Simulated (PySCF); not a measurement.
A GIAO shielding run with PySCF 2.14.0 with density-fitted response routines (density fitting, non-relativistic, gas phase) on SMILES c1c[nH]cn1, C3H4N2:

```
{"job": {"kind": "nmr", "xc": "PBE0", "basis": "pcSseg-1"}, "charge": 0, "multiplicity": 1}
C     -0.803308    -0.925935     0.073287
C     -0.883712     0.408499    -0.199132
N      0.397716     0.877744    -0.122951
C      1.181438    -0.183081     0.188077
N      0.487469    -1.276787     0.311680
H     -1.587450    -1.654528     0.113726
H     -1.713722     1.042102    -0.433768
H      0.691735     1.829467    -0.269172
H      2.243395    -0.111486     0.313073
```

Hardware: 1 thread of an x86-64 server CPU, shared host. The job also computes population analyses, field gradients, ring-centre shieldings.

Task: How large is the calculation?

Result: 36 electrons, 105 basis functions and 533 auxiliary functions.

Task: How long does it take?

Result: 4.8 s of wall time, with 14 SCF cycles and 5 response iterations. Times on a shared host scatter by some tens of per cent.

Task: And these other runs on the same molecule and hardware: spin–spin coupling at B3LYP/pcJ-1?

Result: B3LYP/pcJ-1: 175 functions, 14 s.
